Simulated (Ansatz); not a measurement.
## What moves the pressure of La?

```yaml
crystal:
  lattice:
    - [0.00000, 2.64800, 2.64800]
    - [2.64800, 0.00000, 2.64800]
    - [2.64800, 2.64800, 0.00000]
  atoms:
    - { symbol: La, position: [0.00000, 0.00000, 0.00000] }
```

The cell is COD entry 9008472, as deposited and not checked against the literature; nothing was relaxed.

The calculation used Ansatz 0.2.0, DFT, PBE, all-electron LAPW, scalar-relativistic.

The runs use a Γ-centred 12×12×12 k mesh, Fermi–Dirac smearing of 0.05 eV, basis error target 0.25 meV/atom, no spin polarisation.

Spin–orbit coupling is off unless a change turns it on.

In this reference run the pressure is -0.2 GPa (positive in compression). Each change below is made alone, on the same k mesh, with fractional coordinates held unless an atom is moved; x, y and z are the Cartesian axes.

One change shifts the pressure by -0.5 GPa. Which?
A. spin-orbit coupling on
B. volume scaled by 0.98
C. functional lda
D. functional pbesol
E. no relativity
F. volume scaled by 1.02

F. The others give: spin-orbit coupling on, 0.0 GPa; volume scaled by 0.98, +0.5 GPa; functional pbesol, -2.1 GPa; functional lda, -3.4 GPa; no relativity, -2.5 GPa.
